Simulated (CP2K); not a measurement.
Runs of CP2K 2026.2 on CuAu. Symmetry: R-3m, No. 166, trigonal system. The conventional cell has a = 2.886 Å, b = 2.886 Å, c = 12.769 Å, α = 90.00°, β = 90.00°, γ = 120.00°. Around Au (site symmetry -3m) lie 6 Cu at 2.70 Å and 6 Au at 2.89 Å. Around Cu (site symmetry -3m) lie 6 Au at 2.70 Å and 6 Cu at 2.89 Å. The cell comes from a database or a generator and needn't be the stable form of this composition.

```csv
potentials or basis,ADDED_MOS,gap on the mesh (eV),pressure (GPa)
"GTH_POTENTIALS Au GTH-PBE-q11, Cu GTH-PBE-q11; TZVP-MOLOPT-SR-GTH basis",[16],none,3.2
"GTH_POTENTIALS Au GTH-PBE-q11, Cu GTH-PBE-q11; DZVP-MOLOPT-SR-GTH basis",[16],none,(a)
"GTH_POTENTIALS Au GTH-PBE-q11, Cu GTH-PBE-q11; SZV-MOLOPT-SR-GTH basis",[7],none,8.9
"POTENTIAL_UZH Au GTH-PBE-q11, Cu GTH-PBE-q11; TZVP-MOLOPT-PBE-GTH basis",[16],none,(b)
"POTENTIAL_UZH Au GTH-PBE-q11, Cu GTH-PBE-q11; ccGRB-D basis",[16],none,7.1
"POTENTIAL_UZH Au GTH-PBE-q11, Cu GTH-PBE-q11; DZVP-MOLOPT-PBE-GTH basis",[16],none,3.0
```

Alike in all rows: task single point; level PBE; no spin polarisation; cell as given; k mesh 11 × 11 × 11; smearing fermi-dirac 0.05 eV.

Question: Estimate the missing entries.

Answer: (a) 4.2; (b) 2.8.

Caveats: the basis of atomic orbitals isn't converged, which shifts pressures, moduli and gaps; a minimal basis gives rough bond lengths, pressures and levels (some runs).

A k mesh can miss the band edges, and the runs leave out spin-orbit coupling on Au.

A gap of «none» marks a metal or a gap under the smearing width.
